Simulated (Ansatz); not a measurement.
# InAs: zone-centre modes

Level of theory: Ansatz 0.2.0, DFT PBEsol, scalar-relativistic, plane waves, PAW. The runs took a 420 eV cutoff, a Γ-centred 16×16×12 mesh and Gaussian smearing (0.15 eV). No spin polarisation.

Zero of the scan (relaxed at this level; this rock-salt form isn't the usual structure):

```
CELL_PARAMETERS angstrom
0.00000 -2.82646 -2.82646
0.00000 2.82646 -2.82646
5.65293 0.00000 0.00000
ATOMIC_POSITIONS crystal
In 0.50000 0.50000 0.00000
In 0.00000 0.00000 0.50000
As 0.50000 0.50000 0.50000
As 0.00000 0.00000 0.00000
```

Harmonic modes by finite displacements of 0.02 Å, without the LO–TO term. The cell doubles the primitive one, so its zone centre also holds the primitive cell's point q = (0, 1/2, 1/2).

(1) At this geometry, is the structure stable against these modes?

(2) List the wavenumbers in cm⁻¹.

Results:

(1) Yes: no mode is imaginary beyond 10 cm⁻¹, and only the three translations lie near zero.

(2) 0, 0, 0, 30, 30, 59, 123, 123, 123, 144, 144, 170.

Cost: 1 run of about 18 core-minutes, on Intel Xeon Processor @ 2.50GHz (Skylake/Cascade Lake) (shared hosts).